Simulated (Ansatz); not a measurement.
The system is CuO.

```xyz
4
Lattice="3.1755 0.0000 0.0000 0.0000 3.1755 0.0000 0.0000 0.0000 4.6495" Properties=species:S:1:pos:R:3 pbc="T T T"
Cu    0.0000    0.0000    0.0000
Cu    1.5877    1.5877    0.0000
O     1.5877    0.0000    1.2414
O     0.0000    1.5877    3.4081
```

The cell was built by a generator and needn't be a form met in nature.

- Program: Ansatz 0.2.0
- Task: relaxation of cell and atoms
- Functional: r2SCAN
- Potentials or basis: Ansatz PAW
- Cutoff: 500 eV (not typed: the program's choice for these potentials)
- k mesh: 8 × 8 × 6
- Occupations: fermi-dirac, width 0.05 eV
- Spin: no spin polarisation
- Hubbard terms: Cu d U = 5.3 eV

At the start: volume 11.72 Å³/atom.

Problem. Where does the relaxation end?

Solution. It ends after 17 steps and the volume is 12.22 Å³/atom (+4.2 %); space group P4/mmm (No. 123, to 0.05 Å).

Step by step:
| step | energy change (eV) | largest force (eV/Å) | volume (Å³) |
| --- | --- | --- | --- |
| 1 | 0.0000 | 0.8113 | 46.88 |
| 2 | -0.5484 | 0.7938 | 47.79 |
| 3 | -1.0471 | 0.9448 | 49.46 |
| 4 | -1.4601 | 0.9644 | 50.79 |
| 5 | -1.8145 | 1.0666 | 50.36 |
| 6 | -2.1397 | 0.8917 | 49.12 |
| 7 | -2.4045 | 0.8682 | 46.71 |
| 8 | -2.6794 | 0.7067 | 45.87 |
| 9 | -2.8106 | 0.3131 | 45.76 |
| 10 | -2.8613 | 0.1104 | 48.06 |
| 11 | -2.8771 | 0.0448 | 48.48 |
| 12 | -2.8798 | 0.0116 | 48.47 |
| 13 | -2.8801 | 0.0031 | 48.41 |
| 14 | -2.9426 | 0.0028 | 48.41 |
| 15 | -2.9456 | 0.0026 | 49.03 |
| 16 | -2.9458 | 0.0012 | 48.87 |
| 17 | -2.9463 | 0.0011 | 48.87 |

Final structure:
```
Cu O
1.0
     3.86229    0.00000    0.00000
     0.00000    3.86229    0.00000
     0.00000    0.00000    3.27576
Cu O
2 2
Cartesian
  0.0000 0.0000 0.0000
  1.9311 1.9311 0.0000
  1.9311 0.0000 -0.0020
  0.0000 1.9311 3.2777
```

Caveat: the electronic state changed during the relaxation; the plane-wave basis is chosen anew once the cell has moved, so the energies of steps on either side of that aren't comparable; the run has no spin polarisation, though such a crystal can be magnetic; U without spin polarisation on a metal has little footing; the PAW data sets come from PBE, with cores solved anew for the run's functional, which leaves a small shift of forces and pressure.
